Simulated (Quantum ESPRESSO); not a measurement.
The system is Y.

```xyz
1
Lattice="0.0000 2.5520 2.5520 2.5520 0.0000 2.5520 2.5520 2.5520 0.0000" Properties=species:S:1:pos:R:3 pbc="T T T"
Y     0.0000    0.0000    0.0000
```

This isn't the form of Y at room conditions, which is hcp.

```yaml
Program: Quantum ESPRESSO 7.5
Task: single point
Functional: PBE
Potentials_or_basis: SSSP 1.3 efficiency PBE
Cutoff: 748 eV
Density_cutoff: 5987 eV
k_mesh: 9 × 9 × 9
Occupations: fermi-dirac, width 0.05 eV
Spin: no spin polarisation
```

On this cell: pressure -0.8 GPa; band gap on the k mesh none (metal or under the smearing width).

The same run follows on a disturbed copy (cell strained at random at fixed volume):

```
Y
1.0
     0.02633    2.56043    2.58486
     2.55941    0.04610    2.56509
     2.57995    2.56119    0.02557
Y
1
Direct
  0.01034 0.99772 0.00314
```

Question: What changes?

Answer: The energy (extrapolated to zero smearing) moves by +2.2 meV/atom; pressure -0.8 GPa; band gap on the k mesh none (metal or under the smearing width).

Stress tensor (GPa, compression positive):
```
-0.88 -0.55 -0.08
-0.55 -0.68 -0.53
-0.08 -0.53 -0.93
```
